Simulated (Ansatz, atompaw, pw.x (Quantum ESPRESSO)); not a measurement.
## C: does the PAW (atompaw) potential hold in the solid?

* Element: C (Z = 6)
* Generator: atompaw 4.2.0.5
* Type: PAW
* Functional: PBE
* Relativity: scalar-relativistic
* Frozen core: [He]
* Valence charge: 4
* Reference configuration: 2s2 2p2
* Partial waves: 2s (bound): rc 1.40 bohr; 2s channel at 1.5 Ry: rc 2.10 bohr; 2p (bound): rc 2.10 bohr; 2p channel at 3.9 Ry: rc 2.10 bohr; 3d channel at 0.3 Ry: rc 2.00 bohr; 3d channel at 1.95 Ry: rc 2.10 bohr
* Local potential: bessel scheme, radius 2.10 bohr
* Core correction: smooth core density matched at 1.45 bohr
* Augmentation charge: sinc compensation charge, radius 1.85 bohr; PAW radius 2.10 bohr; waves and projectors: custom polynom2 7 10 vanderbiltortho

Atomic tests: cutoffs needed: 15 Ry and 18 Ry (the cutoffs (Ry, on a coarse ladder) from which the occupation-weighted sum of valence levels, in a spherical-Bessel basis at the reference potential, stays within 10 and 1 mRy of its value at 400 Ry); ghost test: no extra level below or beside the all-electron valence levels (s, p, d, f tested) (spherical-Bessel basis up to 400 Ry, 20 bohr box); lowest eigenvalue of the overlap operator: 0.80 (p channel).

Crystal test: bcc C in pw.x 7.5, no spin, 18³ k-points, Fermi–Dirac smearing 0.01 Ry, cutoffs 40/400 Ry. The reference is all-electron LAPW (Ansatz 0.2.0) with the same functional, mesh and smearing; V0 and B0 come from Birch–Murnaghan fits to the pressures at five volumes. Errors are pseudo minus all-electron; Δ is the rms difference of the E(V) curves that follow from these fits, minima aligned, over ±6 % about the mean V0. Mesh and smearing are coarse, so the numbers serve the comparison and aren't converged zero-temperature values; the lattice is a test structure that the element need not adopt.

```csv
V (Å³/atom),P all-electron (GPa),P pseudo (GPa)
6.226,15.56,55.01
6.390,9.46,46.00
6.554,4.10,38.00
6.718,-0.60,30.91
6.882,-4.71,24.65
```

All-electron: a0 = 2.375 Å (V0 = 6.70 Å³/atom), B0 = 182.8 GPa.

Pseudopotential: mean pressure error (GPa): +34.15. The pressure does not cross zero within the volumes sampled, so no fit is given. The largest radius (2.10 bohr) exceeds half the bond length (1.93 bohr), so the spheres overlap, which is one possible source of error among others. This is a poor potential for the solid.

Q: At the middle volume, how do free energy and pressure move when the wave cutoff is lowered (ecutrho held at 400 Ry)?

A:

```
cutoff (Ry)  shift of F (meV/atom)  shift of P (GPa)
         18                 +704.4            +12.67
         24                 +182.7            -10.32
         32                   +9.3             -1.52
```

Input at the middle volume:

```
&control
  calculation='scf', prefix='x', pseudo_dir='./', outdir='./tmp', tstress=.true., disk_io='none'
/
&system
  ibrav=0, nat=1, ntyp=1, ecutwfc=40, ecutrho=400, nbnd=9,
  occupations='smearing', smearing='fd', degauss=0.01
/
&electrons
  conv_thr=1e-09, mixing_beta=0.4, electron_maxstep=70
/
ATOMIC_SPECIES
C 1.0 C.UPF
CELL_PARAMETERS angstrom
  -1.17891406 1.17891406 1.17891406
  1.17891406 -1.17891406 1.17891406
  1.17891406 1.17891406 -1.17891406
ATOMIC_POSITIONS crystal
C 0.0000 0.0000 0.0000
K_POINTS automatic
18 18 18 0 0 0
```

```bash
pw.x < C.scf.in > C.scf.out
```

Lines of the output:

```
Message from routine setup:
     using ibrav=0 with symmetry is DISCOURAGED, use correct ibrav instead
     lattice parameter (alat)  =       3.8587  a.u.
     unit-cell volume          =      44.2286 (a.u.)^3
     number of electrons       =         4.00
     number of Kohn-Sham states=            9
     kinetic-energy cutoff     =      40.0000  Ry
     charge density cutoff     =     400.0000  Ry
     scf convergence threshold =      1.0E-09
     Exchange-correlation= SLA PW PBX PBC
     number of k points=   195  Fermi-Dirac smearing, width (Ry)=  0.0100
     iteration #  1     ecut=    40.00 Ry     beta= 0.40
     total energy              =     -18.07625134 Ry
     estimated scf accuracy    <       0.00111302 Ry
     iteration #  2     ecut=    40.00 Ry     beta= 0.40
     total energy              =     -18.07664544 Ry
     estimated scf accuracy    <       0.00041268 Ry
     iteration #  3     ecut=    40.00 Ry     beta= 0.40
     total energy              =     -18.07666888 Ry
     estimated scf accuracy    <       0.00000499 Ry
     iteration #  4     ecut=    40.00 Ry     beta= 0.40
     total energy              =     -18.07666979 Ry
     estimated scf accuracy    <       0.00000008 Ry
     iteration #  5     ecut=    40.00 Ry     beta= 0.40
     total energy              =     -18.07666985 Ry
     estimated scf accuracy    <       0.00000003 Ry
     iteration #  6     ecut=    40.00 Ry     beta= 0.40
     the Fermi energy is    11.9494 ev
!    total energy              =     -18.07666986 Ry
     estimated scf accuracy    <          3.0E-10 Ry
     smearing contrib. (-TS)   =      -0.00152015 Ry
     convergence has been achieved in   6 iterations
          total   stress  (Ry/bohr**3)                   (kbar)     P=      379.99
     Message from routine punch:
     Nothing written, as per user request (disk_io='none')
```

The 8 pw.x runs together took about 27 s on one core of a shared server CPU.
